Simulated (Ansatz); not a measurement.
Si (Fd-3m) under several functionals

Plane-wave DFT in Ansatz with scalar-relativistic PAW potentials. The same structure was relaxed (cell and atoms, symmetry kept) in separate runs at each level. No spin polarisation.

| level | cutoff (eV) | k mesh | V (Å³/atom) | a (Å) | gap (eV) |
| --- | --- | --- | --- | --- | --- |
| LDA | 420 | 12×12×12 | 19.704 | 5.402 | 0.44 |
| PBEsol | 420 | 12×12×12 | 20.055 | 5.434 | 0.46 |
| PBE | 420 | 8×8×8 | 20.459 | 5.470 | 0.65 |

Problem. Where does r2SCAN (500 eV, k mesh 8×8×8) fall?

Solution. V (Å³/atom) 20.165, a (Å) 5.444, gap (eV) 0.81. Its volume is between those of PBEsol and PBE. The usual order of volumes, LDA < PBEsol < PBE, holds here (19.704, 20.055, 20.459 Å³/atom). As a rule LDA overbinds; PBEsol, built on the gradient expansion of slowly varying densities, lies between LDA and PBE; PBE's stronger gradient term for exchange weakens bonds. r2SCAN lies 1.4 % under PBE in volume. Each gap belongs to its own cell, so it mixes the functional's effect with that of the volume; gaps are the least found on the k mesh or on a band path.

Cost: 4 runs of about 0.5 core-minutes in all, on Intel Xeon Processor @ 2.10GHz (Emerald Rapids), Arm Neoverse V1, AMD EPYC (Zen 3) (shared hosts).